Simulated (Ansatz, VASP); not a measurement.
Two plane-wave programs on LiF (Griceite)

File INCAR:

```
PREC = Accurate ; ENCUT = 600
EDIFF = 1E-6 ; ISMEAR = 0
SIGMA = 0.02 ; LREAL = False
LASPH = True ; NELM = 100
ALGO = Normal ; ISIF = 3
LWAVE = False ; LCHARG = False
GGA = PE ; IBRION = 2
NSW = 100 ; EDIFFG = -0.005
```

KPOINTS

```
regular mesh
0
Gamma
  10 10 10
```

The input POSCAR:

```
LiF
1.0
    0.0000000000      2.0140000000      2.0140000000
    2.0140000000      0.0000000000      2.0140000000
    2.0140000000      2.0140000000      0.0000000000
Li F
1 1
Direct
    0.0000000000      0.0000000000      0.0000000000
    0.5000000000      0.5000000000      0.5000000000
```

Input for Ansatz:

```yaml
crystal:
  lattice:
    - [0.0, 2.014, 2.014]
    - [2.014, 0.0, 2.014]
    - [2.014, 2.014, 0.0]
  atoms:
    - { symbol: Li, position: [0.0, 0.0, 0.0] }
    - { symbol: F, position: [0.5, 0.5, 0.5] }
basis:
  ecutwfc: 420
kpoints:
  mp_grid: { grid: [10, 10, 10] }
hamiltonian:
  xc: pbe
scf:
  occupations: { method: gaussian, width: 0.02 }
output:
  forces: true
  stress: true
  eigenvalues: true
relax:
  adjacent_minimum: "off"
  f_tol: 0.005
  max_steps: 80
  cell: { stress_tol: 0.05 }
```

Alike in both runs: task relaxation of cell and atoms; functional PBE; k mesh 10 × 10 × 10; occupations gaussian, width 0.02 eV; no spin polarisation.

|  | VASP | Ansatz |
| --- | --- | --- |
| version | VASP 6.6.1 | Ansatz 0.2.0 |
| potentials or method | VASP PAW PBE potentials, release 64 (Li_sv, F) | scalar-relativistic, plane waves, PAW |
| plane-wave cutoff (eV) | 600 | 420 |
| valence electrons in the cell | 10 | 10 |

```csv
,VASP,Ansatz,Ansatz less VASP
"gap on the k mesh at the Fermi level, each at its own relaxed structure (eV)",8.91,8.84,-0.074
relaxed volume (Å³/atom),8.34,8.41,+0.073
relaxed cell length with the largest relative difference (Å),2.868,2.876,+0.0083
energy change over the relaxation (meV/atom),-1,-2,-0.9
```

Caveats: the cutoff is under 1.25 times the usual one of these potentials, so pressure, stress and relaxed cells hold a basis-set (Pulay) error (VASP). A k mesh can miss the band edges. PBE usually gives volumes a little too large and moduli too small.
